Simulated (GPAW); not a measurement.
**CdSe (Cadmoselite): single point with TB-mBJ**

**Experimental background.**

From a printed reference work, data compilation, for a bulk crystal of CdSe at 2 K: band gap 1.841 eV.

The system is CdSe (Cadmoselite).

```
Cd Se
1.0
     4.30000    0.00000    0.00000
    -2.15000    3.72391    0.00000
     0.00000    0.00000    7.02000
Cd Se
2 2
Direct
  0.66667 0.33333 0.50000
  0.33333 0.66667 0.00000
  0.66667 0.33333 0.88500
  0.33333 0.66667 0.38500
```

```json
{
  "Program": "GPAW 26.7.0",
  "Task": "single point",
  "Functional": "TB-mBJ",
  "Potentials or basis": "GPAW PAW data sets for LDA (gpaw-data 1.2.1)",
  "Cutoff": "600 eV",
  "Basis": "pw",
  "k mesh": "5 × 5 × 3",
  "Occupations": "fermi-dirac, width 0.05 eV",
  "Spin": "no spin polarisation",
  "Maxiter": "150"
}
```

The band gap on the k mesh is 2.02 eV, direct.

Levels at points of the mesh, in eV from the valence-band top:
| k point | band 14 | band 15 | band 16 | band 17 | band 18 | band 19 | band 20 | band 21 | band 22 | band 23 |
| --- | --- | --- | --- | --- | --- | --- | --- | --- | --- | --- |
| (0.00, 0.00, 0.00) | -0.64 | -0.64 | -0.03 | 0.00 | 0.00 | 2.02 | 3.21 | 6.65 | 6.65 | 6.90 |

It took 81 s on 1 thread of Intel(R) Xeon(R) Platinum 8488C (Sapphire Rapids), on a shared host, peak memory 0.34 GiB.

Measured gap of CdSe: 1.841 eV (2 K; a printed reference work, data compilation). This calculation gives 2.02 eV (+0.18 eV). Spin-orbit coupling on Cd, Se is left out. The value is that of TB-mBJ, without temperature or zero-point motion.

Caveat: a model potential gives levels but no total energy.
